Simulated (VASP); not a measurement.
**Hf: relaxation of cell and atoms with PBE+D3(BJ)**

Crystal: Hf.

```
Hf
1.0
    -1.77231    1.77231    1.77231
     1.77231   -1.77231    1.77231
     1.77231    1.77231   -1.77231
Hf
1
Direct
  0.00000 0.00000 0.00000
```

This isn't the form of Hf at room conditions, which is hcp.

```json
{
 "Program": "VASP 6.6.1",
 "Task": "relaxation of cell and atoms",
 "Functional": "PBE",
 "Dispersion": "D3(BJ)",
 "Potentials or basis": "VASP PAW PBE potentials, release 64 (Hf_pv)",
 "Cutoff": "600 eV",
 "k mesh": "16 × 16 × 16",
 "Occupations": "gaussian, width 0.1 eV",
 "Spin": "no spin polarisation",
 "Dipole correction": "no",
 "Further INCAR settings": "ALGO = Normal; EDIFF = 1e-06; IBRION = 2; EDIFFG = -0.005; NSW = 70; ISIF = 3"
}
```

- Relaxed volume: 21.46 Å³/atom
- Relaxed cell: a = 3.032 Å, b = 3.032 Å, c = 3.032 Å, α = 109.47°, β = 109.47°, γ = 109.47°
- Space group after relaxing (to 0.05 Å): Im-3m (No. 229)
- Energy gained by relaxing: 9.7 meV/atom
- Ionic steps: 3
- Pressure after relaxing: 0.0 GPa
- Band gap on the k mesh: none (metal or under the smearing width)
- Dispersion energy per atom: -0.470 eV

The path:
```tsv
step	energy change (eV)	largest force (eV/Å)	pressure (GPa)	volume (Å³)
1	0.0000	0.0000	-3.74	22.27
2	0.0015	0.0000	4.48	20.64
3	-0.0097	0.0000	-0.03	21.46
```

Final structure:
```cif
data_structure
_symmetry_space_group_name_H-M 'P 1'
_symmetry_Int_Tables_number 1
_cell_length_a 3.0323
_cell_length_b 3.0323
_cell_length_c 3.0323
_cell_angle_alpha 109.471
_cell_angle_beta 109.471
_cell_angle_gamma 109.471
_cell_volume 21.46
loop_
_atom_site_label
_atom_site_type_symbol
_atom_site_fract_x
_atom_site_fract_y
_atom_site_fract_z
_atom_site_occupancy
Hf1 Hf 0.00000 0.00000 0.00000 1
```

Levels at points of the mesh, in eV from the Fermi level:
```
           k point  band 1  band 2  band 3  band 4  band 5  band 6  band 7  band 8  band 9
(0.00, 0.00, 0.00)  -29.67  -29.67  -29.67   -7.17    1.56    1.56    1.56    4.46    4.46
(0.50, 0.00, 0.00)  -30.61  -29.97  -29.67   -3.50   -0.56    1.23    4.32    5.36    7.99
(0.50, 0.50, 0.50)  -30.32  -30.32  -30.32   -2.75   -2.75    7.10    7.10    7.10    7.57
```

Run time: 58 s on 1 thread of Intel(R) Xeon(R) Platinum 8488C (Sapphire Rapids), on a shared host, peak memory 0.2 GiB.

Caveat: pairwise dispersion overbinds metals, which lowers pressure and volume. Spin-orbit coupling is left out, which matters for the levels of Hf.
